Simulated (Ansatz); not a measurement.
## Ge (P6_3/mmc), two-dimensional strain map

Computed with DFT PBEsol, scalar-relativistic, plane waves, PAW in Ansatz. Cutoff 420 eV, Γ-centred 12×12×8 k-points, Gaussian smearing of 0.15 eV. No spin polarisation. Energies are free energies at this smearing, counted from the undisturbed cell; pressure is positive in compression.

Zero of the scan (relaxed at this level; this form isn't the usual structure):

```
CELL_PARAMETERS angstrom
3.99697 0.00000 0.00000
-1.99848 3.46148 0.00000
0.00000 0.00000 6.59637
ATOMIC_POSITIONS crystal
Ge 0.66667 0.33333 0.06291
Ge 0.33333 0.66667 0.56291
Ge 0.66667 0.33333 0.43709
Ge 0.33333 0.66667 0.93709
```

The cell is strained by p along both x and y and by q along z, fractional coordinates fixed. Points are written (p, q).

p was sampled at -0.030, -0.015, 0.000, 0.015, 0.030 and q at -0.030, -0.015, 0.000, 0.015, 0.030.

Q: Where on the computed points is the energy highest, and how high?

A: At (-0.030, -0.030): 43.6 meV/atom.

Q: Away from (0, 0), which computed point is lowest?

A: (0.000, 0.015): 2.9 meV/atom.

The map, in meV/atom:

| p \ q | -0.030 | -0.015 | 0.000 | 0.015 | 0.030 |
| --- | --- | --- | --- | --- | --- |
| -0.030 | 43.6 | 31.9 | 27.1 | 28.4 | 34.8 |
| -0.015 | 20.9 | 10.2 | 6.5 | 8.6 | 15.8 |
| 0.000 | 13.0 | 3.0 | 0.0 | 2.9 | 10.8 |
| 0.015 | 17.8 | 8.4 | 5.9 | 9.3 | 17.8 |
| 0.030 | 33.6 | 24.6 | 22.4 | 26.2 | 35.1 |